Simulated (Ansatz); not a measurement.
## Two inputs for SiO2

Cell: a Materials Project structure (computed, not necessarily an observed phase), taken as it stands.

Space group P2_13 (No. 198); a = 7.0818 Å.

```
site  Wyckoff  site symmetry       x       y       z
 Si1       4a            .3.  0.9780  0.5220  0.4780
 Si5       4a            .3.  0.7168  0.7832  0.2168
  O9      12b              1  0.8608  0.3365  0.5394
 O17       4a            .3.  0.1524  0.1524  0.1524
```

One atom of each set is listed.

Reference run. The numbers come from a DFT calculation in Ansatz (PBE, plane waves and PAW, scalar-relativistic, 420 eV cutoff, Γ-centred 3×3×3 k-points, Fermi–Dirac smearing 0.02 eV).

(1) The input is changed as follows: `hamiltonian.xc`: pbe → lda; `basis.ecutrho_ratio`: not typed → 12. What happens to V_zz (10²¹ V/m²) and η?

Results:

(1) 

| site | V_zz reference | η reference | V_zz changed | η changed |
| --- | --- | --- | --- | --- |
| Si1 | -0.27 | 0.00 | -0.26 | 0.00 |
| Si5 | 0.53 | 0.00 | 0.50 | 0.00 |
| O9 | 9.27 | 0.18 | 9.05 | 0.17 |
| O17 | 10.22 | 0.00 | 9.95 | 0.00 |

The largest change of V_zz is on O17, from 10.22 to 9.95. In per cent, |V_zz| changes by -4 on Si, -3 to -2 on O (all sites that start above 0.5). SCF iterations: 7 and 7.

On the reference run: The largest force is 0.3 eV/Å, so the atoms aren't at the calculated equilibrium and relaxing them would move these values.
